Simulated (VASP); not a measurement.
# Pt in VASP: relaxation of the atoms with PBE+D3(BJ)

Aim: the relaxation of the atoms of Pt with PBE+D3(BJ).

Program: VASP 6.6.1. These are calculated values, not measurements. Logs are shortened: lines on timing, memory, paths and dates and some standing lists are left out, and cuts for length are marked.

### 1 Starting point

The cell holds a slab with vacuum, 24 atoms: a = 5.544 Å, b = 5.544 Å, c = 27.816 Å, α = 90.00°, β = 90.00°, γ = 60.00°.

The cell was built by a generator and needn't be a form met in nature.

### 2 Relaxation of the atoms, PBE+D3(BJ)

INCAR

```
PREC = Accurate
ENCUT = 400
EDIFF = 1E-6
ISMEAR = 1
SIGMA = 0.1
LREAL = Auto
LASPH = T
NELM = 100
ALGO = Normal
ISIF = 2
LWAVE = F
LCHARG = F
GGA = PE
IVDW = 12
IBRION = 2
NSW = 120
EDIFFG = -0.03
ISYM = 0
KPAR = 4
```

KPOINTS

```
Automatic mesh
0
Gamma
  6 6 1
```

POSCAR

```
Pt
1.0
    5.5437171645      0.0000000000      0.0000000000
    2.7718585823      4.8009998959      0.0000000000
    0.0000000000      0.0000000000     27.8160652761
Pt
24
Selective dynamics
Direct
    0.1666666667      0.1666666667      0.0898761193  F F F
    0.6666666667      0.1666666667      0.0898761193  F F F
    0.1666666667      0.6666666667      0.0898761193  F F F
    0.6666666667      0.6666666667      0.0898761193  F F F
    0.8333333333      0.3333333333      0.1712396418  F F F
    0.3333333333      0.3333333333      0.1712396418  F F F
    0.8333333333      0.8333333333      0.1712396418  F F F
    0.3333333333      0.8333333333      0.1712396418  F F F
    0.0000000000      0.0000000000      0.2526031644  T T T
    0.5000000000      0.0000000000      0.2526031644  T T T
    0.0000000000      0.5000000000      0.2526031644  T T T
    0.5000000000      0.5000000000      0.2526031644  T T T
    0.1666666667      0.1666666667      0.3339666870  T T T
    0.6666666667      0.1666666667      0.3339666870  T T T
    0.1666666667      0.6666666667      0.3339666870  T T T
    0.6666666667      0.6666666667      0.3339666870  T T T
    0.8333333333      0.3333333333      0.4153302096  T T T
    0.3333333333      0.3333333333      0.4153302096  T T T
    0.8333333333      0.8333333333      0.4153302096  T T T
    0.3333333333      0.8333333333      0.4153302096  T T T
    0.0000000000      0.0000000000      0.4966937322  T T T
    0.5000000000      0.0000000000      0.4966937322  T T T
    0.0000000000      0.5000000000      0.4966937322  T T T
    0.5000000000      0.5000000000      0.4966937322  T T T
```

Potentials or basis: VASP PAW PBE potentials, release 64 (Pt).

The run is started by

```console
> cat potpaw_PBE.64/Pt/POTCAR > POTCAR
> mpirun -np 4 vasp_std > vasp.out
```

OUTCAR:

```text
PREC = Accurate
   ENCUT = 400
   EDIFF = 1E-6
   ISMEAR = 1
   LREAL = Auto
   LASPH = T
   NELM = 100
   ISIF = 2
   GGA = PE
   IVDW = 12
   IBRION = 2
   NSW = 120
   EDIFFG = -0.03
   ISYM = 0
 IVDW          = 12

 ion  position               nearest neighbor table
   1  0.167  0.167  0.090-   6 2.77   5 2.77   8 2.77   2 2.77   2 2.77   4 2.77   4 2.77   3 2.77
                             3 2.77
   2  0.667  0.167  0.090-   5 2.77   6 2.77   7 2.77   1 2.77   1 2.77   3 2.77   3 2.77   4 2.77
                             4 2.77
   3  0.167  0.667  0.090-   8 2.77   7 2.77   6 2.77   4 2.77   4 2.77   2 2.77   2 2.77   1 2.77
                             1 2.77
   4  0.667  0.667  0.090-   7 2.77   8 2.77   5 2.77   3 2.77   3 2.77   1 2.77   1 2.77   2 2.77
                             2 2.77
   5  0.833  0.333  0.171-   2 2.77   1 2.77   4 2.77   6 2.77   6 2.77   8 2.77   8 2.77   7 2.77
                             7 2.77  12 2.77   9 2.77  11 2.77
   6  0.333  0.333  0.171-   1 2.77   2 2.77   3 2.77   5 2.77   5 2.77   7 2.77   7 2.77   8 2.77
                             8 2.77  11 2.77  10 2.77  12 2.77
   7  0.833  0.833  0.171-   4 2.77   3 2.77   2 2.77   8 2.77   8 2.77   6 2.77   6 2.77   5 2.77
                             5 2.77  10 2.77  11 2.77   9 2.77
   8  0.333  0.833  0.171-   3 2.77   4 2.77   1 2.77   7 2.77   7 2.77   5 2.77   5 2.77   6 2.77
                             6 2.77   9 2.77  12 2.77  10 2.77
   9  0.000  0.000  0.253-  10 2.77  10 2.77  12 2.77  12 2.77  11 2.77  11 2.77   8 2.77  14 2.77
                             5 2.77  15 2.77   7 2.77  13 2.77
  10  0.500  0.000  0.253-   9 2.77   9 2.77  11 2.77  11 2.77  12 2.77  12 2.77   7 2.77  13 2.77
                             6 2.77  16 2.77  14 2.77   8 2.77
  11  0.000  0.500  0.253-  12 2.77  12 2.77  10 2.77  10 2.77   9 2.77   9 2.77   6 2.77  16 2.77
                            13 2.77   7 2.77  15 2.77   5 2.77
[... 9 lines left out ...]
                            10 2.77  20 2.77  12 2.77  17 2.77
  17  0.833  0.333  0.415-  18 2.77  18 2.77  20 2.77  20 2.77  19 2.77  19 2.77  14 2.77  24 2.77
                            21 2.77  13 2.77  23 2.77  16 2.77
  18  0.333  0.333  0.415-  17 2.77  17 2.77  19 2.77  19 2.77  20 2.77  20 2.77  13 2.77  23 2.77
                            22 2.77  14 2.77  24 2.77  15 2.77
  19  0.833  0.833  0.415-  20 2.77  20 2.77  18 2.77  18 2.77  17 2.77  17 2.77  16 2.77  22 2.77
                            23 2.77  15 2.77  21 2.77  14 2.77
  20  0.333  0.833  0.415-  19 2.77  19 2.77  17 2.77  17 2.77  18 2.77  18 2.77  15 2.77  21 2.77
                            24 2.77  16 2.77  22 2.77  13 2.77
  21  0.000  0.000  0.497-  22 2.77  22 2.77  24 2.77  24 2.77  23 2.77  23 2.77  20 2.77  17 2.77
                            19 2.77
  22  0.500  0.000  0.497-  21 2.77  21 2.77  23 2.77  23 2.77  24 2.77  24 2.77  19 2.77  18 2.77
                            20 2.77
  23  0.000  0.500  0.497-  24 2.77  24 2.77  22 2.77  22 2.77  21 2.77  21 2.77  18 2.77  19 2.77
                            17 2.77
  24  0.500  0.500  0.497-  23 2.77  23 2.77  21 2.77  21 2.77  22 2.77  22 2.77  17 2.77  20 2.77
                            18 2.77

IMPORTANT INFORMATION: All symmetrisations will be switched off!
NOSYMM: (Re-)initialisation of all symmetry stuff for point group C_1.

----------------------------------------------------------------------------------------

                                     Primitive cell

  volume of cell :     740.3353

  direct lattice vectors                    reciprocal lattice vectors
     5.543717165  0.000000000  0.000000000     0.180384383 -0.104144972  0.000000000
     2.771858582  4.800999896  0.000000000     0.000000000  0.208289944  0.000000000
     0.000000000  0.000000000 27.816065276     0.000000000  0.000000000  0.035950448

  length of vectors
     5.543717165  5.543717165 27.816065276     0.208289944  0.208289944  0.035950448

  position of ions in fractional coordinates (direct lattice)
     0.166666667  0.166666667  0.089876119
     0.666666667  0.166666667  0.089876119
     0.166666667  0.666666667  0.089876119
     0.666666667  0.666666667  0.089876119
     0.833333333  0.333333333  0.171239642
     0.333333333  0.333333333  0.171239642
[... 16 lines left out ...]
     0.000000000  0.500000000  0.496693732
     0.500000000  0.500000000  0.496693732

  ion indices of the primitive-cell ions
   primitive index   ion index
                 1           1
                 2           2
                 3           3
                 4           4
                 5           5
                 6           6
[... 16 lines left out ...]
                23          23
                24          24

----------------------------------------------------------------------------------------

 KPOINTS: Automatic mesh

Automatic generation of k-mesh.
 Grid dimensions read from file:
 generate k-points for:    6    6    1

 Generating k-lattice:

  Cartesian coordinates                     Fractional coordinates (reciprocal lattice)
     0.030064064 -0.017357495  0.000000000     0.166666667  0.000000000  0.000000000
     0.000000000  0.034714991  0.000000000     0.000000000  0.166666667  0.000000000
     0.000000000  0.000000000  0.035950448     0.000000000  0.000000000  1.000000000

  Length of vectors
     0.034714991  0.034714991  0.035950448

  Shift w.r.t. Gamma in fractional coordinates (k-lattice)
     0.000000000  0.000000000  0.000000000

 Subroutine IBZKPT returns following result:
 ===========================================

 Found     20 irreducible k-points:

 Following reciprocal coordinates:
            Coordinates               Weight
  0.000000  0.000000  0.000000      1.000000
  0.166667  0.000000  0.000000      2.000000
  0.166667  0.166667  0.000000      2.000000
  0.000000  0.166667  0.000000      2.000000
  0.333333  0.000000  0.000000      2.000000
  0.333333  0.333333  0.000000      2.000000
[... 12 lines left out ...]
  0.500000 -0.333333  0.000000      2.000000
 -0.333333  0.333333  0.000000      2.000000
   k-points           NKPTS =     20   k-points in BZ     NKDIM =     20   number of bands    NBANDS=    144
   number of dos      NEDOS =    301   number of ions     NIONS =     24
   total plane-waves  NPLWV = 248832
   dimension x,y,z NGX =    36 NGY =   36 NGZ =  192
   dimension x,y,z NGXF=    72 NGYF=   72 NGZF=  384
   ions per type =              24
   NGX,Y,Z   is equivalent  to a cutoff of  10.80, 10.80, 11.48 a.u.
   NGXF,Y,Z  is equivalent  to a cutoff of  21.59, 21.59, 22.95 a.u.
 SYSTEM =  unknown system
   PREC   = accura    normal or accurate (medium, high low for compatibility)
   ISTART =      0    job   : 0-new  1-cont  2-samecut
   ICHARG =      2    charge: 1-file 2-atom 10-const
   ISPIN  =      1    spin polarized calculation?
   LNONCOLLINEAR =      F non collinear calculations
   LSORBIT =      F    spin-orbit coupling
   LASPH  =      T    aspherical Exc in radial PAW
   ENCUT  =  400.0 eV  29.40 Ry    5.42 a.u.   9.04  9.04 45.36*2*pi/ulx,y,z
   NELM   =    100;   NELMIN=  2; NELMDL= -5     # of ELM steps
   EDIFF  = 0.1E-05   stopping-criterion for ELM
   LREAL  =      T    real-space projection
   EDIFFG = -.3E-01   stopping-criterion for IOM
   NSW    =    120    number of steps for IOM
   IBRION =      2    ionic relax: 0-MD 1-quasi-New 2-CG
   NFREE  =      1    steps in history (QN), initial steepest desc. (CG)
   ISIF   =      2    stress and relaxation
   ISYM   =      0    0-nonsym 1-usesym 2-fastsym
   POTIM  = 0.5000    time-step for ionic-motion
   TEBEG  =    0.0;   TEEND  =   0.0 temperature during run
   PSTRESS=    0.0 pullay stress
   NELECT =     240.0000    total number of electrons
   NUPDOWN=      -1.0000    fix difference up-down
   EMIN   =  10.00;   EMAX   =-10.00  energy-range for DOS
   EFERMI =   0.00;   METHOD = LEGACY
   ISMEAR =     1;   SIGMA  =   0.10  broadening in eV -4-tet -1-fermi 0-gaus
   EFERMI_NEDOS =   21; number of points for ismear=-14 and -15
   IALGO  =     38    algorithm
   IMIX   =      4    mixing-type and parameters
     AMIX     =   0.40;   BMIX     =  1.00
     AMIX_MAG =   1.60;   BMIX_MAG =  1.00
  volume/ion in A,a.u.               =      30.85       208.17
  Fermi-wavevector in a.u.,A,eV,Ry     =   1.124611  2.125207 17.207975  1.264750
  Thomas-Fermi vector in A             =   2.261284
   LORBIT       =      0    0 simple, 1 ext, 2 COOP (PROOUT), +10 PAW based schemes
   GGA     = PE    functional components
   LHFCALC =     F    Hartree Fock is set to
   AEXX    =    0.0000 exact exchange contribution
   IVDW    =    12    specifies the selected vdW correction
   LEPSILON=     F    determine dielectric tensor
   LRPA    =     F    only Hartree local field effects (RPA)
 conjugate gradient relaxation of ions
 non-spin polarized calculation
 Methfessel and Paxton  Order N= 1 SIGMA  =   0.10
  energy-cutoff  :      400.00
  volume of cell :      740.34
 maximum number of plane-waves:     13509
   NGX = 19   NGY = 19   NGZ = 91

--------------------------------------- Ionic step        1  -------------------------------------------

 number of electron     240.0000064 magnetization

 Free energy of the ion-electron system (eV)
  ---------------------------------------------------
  ext. energy  EPLUGINS =         0.00000000
  ---------------------------------------------------
  free energy    TOTEN  =      -141.46984532 eV

  energy without entropy =     -141.45791677  energy(sigma->0) =     -141.46586914

------------------------ aborting loop because EDIFF is reached ----------------------------------------

 Edisp (eV)  -15.48044

 E8    (eV) :    -7.2634

  FORCE on cell =-STRESS in cart. coord.  units (eV):
  Direction    XX          YY          ZZ          XY          YZ          ZX
  --------------------------------------------------------------------------------------
  -------------------------------------------------------------------------------------
  Total     -13.26097   -13.26088     5.52996    -0.00008    -0.00000    -0.00000
  in kB     -28.69838   -28.69819    11.96752    -0.00016    -0.00000    -0.00000
  external pressure =      -15.14 kB  Pullay stress =        0.00 kB
[... 353 lines left out ...]
  energy  without entropy=     -156.9651231241  energy(sigma->0) =     -156.97411739

--------------------------------------- Ionic step        7  -------------------------------------------

 number of electron     240.0000040 magnetization

 Free energy of the ion-electron system (eV)
  ---------------------------------------------------
  ext. energy  EPLUGINS =         0.00000000
  ---------------------------------------------------
  free energy    TOTEN  =      -141.51507570 eV

  energy without entropy =     -141.50179643  energy(sigma->0) =     -141.51064928

 E-fermi :   2.5117     XC(G=0):  -7.2488

 val. band max:        2.5099900228   @ k =   0.3333   0.0000   0.0000
 cond. band min:       2.5201980643   @ k =   0.1667   0.0000   0.0000
 fundamental gap:      0.0102080415
 Fermi energy:         2.5116658548

 k-point     1 :       0.0000    0.0000    0.0000
  band No.  band energies     occupation
      1      -7.4434      2.00000
      2      -6.6436      2.00000
      3      -5.6924      2.00000
      4      -4.9902      2.00000
      5      -4.6055      2.00000
      6      -4.6055      2.00000
[... 2689 lines left out ...]
    131       3.2957     -0.00000
    132       3.2957     -0.00000
 [bands above 132 left out]

------------------------ aborting loop because EDIFF is reached ----------------------------------------

 Edisp (eV)  -15.46461

 E8    (eV) :    -7.2554

  FORCE on cell =-STRESS in cart. coord.  units (eV):
  Direction    XX          YY          ZZ          XY          YZ          ZX
  --------------------------------------------------------------------------------------
  -------------------------------------------------------------------------------------
  Total     -14.13648   -14.13639     3.57007    -0.00008    -0.00000     0.00000
  in kB     -30.59309   -30.59290     7.72608    -0.00017    -0.00000     0.00000
  external pressure =      -17.82 kB  Pullay stress =        0.00 kB
[... 39 lines left out ...]
  FREE ENERGIE OF THE ION-ELECTRON SYSTEM (eV)
  ---------------------------------------------------
  free  energy   TOTEN  =      -156.9796890769 eV

  energy  without entropy=     -156.9664097990  energy(sigma->0) =     -156.97526265

 reached required accuracy - stopping structural energy minimisation
```

Run time: 60 min. Hardware: 4 MPI ranks of Intel Xeon 6975P-C (Granite Rapids), shared host; peak memory 1.2 GiB.

What came out:

```yaml
Free_energy: -156.9797 eV
Energy_gained_by_relaxing: 1.2 meV/atom
Ionic_steps: 7
Band_gap_on_the_k_mesh: none (metal or under the smearing width)
Dispersion_energy_per_atom: -0.644 eV
```

The path:
```csv
step,energy change (eV),largest force (eV/Å),pressure (GPa)
1,0.0000,0.3366,-1.51
2,-0.0240,0.3357,-1.66
3,-0.0244,0.3359,-1.68
4,-0.0280,0.3454,-1.73
5,-0.0283,0.3472,-1.74
6,-0.0283,0.3481,-1.75
7,-0.0294,0.3337,-1.78
```

Final structure:
```
Pt
1.0
     5.54372    0.00000    0.00000
     2.77186    4.80100    0.00000
     0.00000    0.00000   27.81607
Pt
24
Direct
  0.16667 0.16667 0.08988
  0.66667 0.16667 0.08988
  0.16667 0.66667 0.08988
  0.66667 0.66667 0.08988
  0.83333 0.33333 0.17124
  0.33333 0.33333 0.17124
  0.83333 0.83333 0.17124
  0.33333 0.83333 0.17124
  0.00000 0.00000 0.25248
  0.50000 0.00000 0.25248
  0.00000 0.50000 0.25248
  0.50000 0.50000 0.25248
  0.16667 0.16667 0.33357
  0.66667 0.16667 0.33357
  0.16667 0.66667 0.33357
  0.66667 0.66667 0.33357
  0.83333 0.33333 0.41477
  0.33333 0.33333 0.41477
  0.83333 0.83333 0.41477
  0.33333 0.83333 0.41477
  0.00000 0.00000 0.49774
  0.50000 0.00000 0.49774
  0.00000 0.50000 0.49774
  0.50000 0.50000 0.49774
```

Levels at points of the mesh, in eV from the Fermi level:
```
           k point  band 117  band 118  band 119  band 120  band 121  band 122  band 123  band 124
(0.00, 0.00, 0.00)      0.26      0.38      0.38      0.38      0.47      0.64      0.64      0.64
(0.50, 0.00, 0.00)     -0.11     -0.11      0.11      0.11      0.14      0.14      0.17      0.17
(0.50, 0.50, 0.00)     -0.11     -0.11      0.11      0.11      0.14      0.14      0.17      0.17
(0.00, 0.50, 0.00)     -0.11     -0.11      0.11      0.11      0.14      0.14      0.17      0.17
```
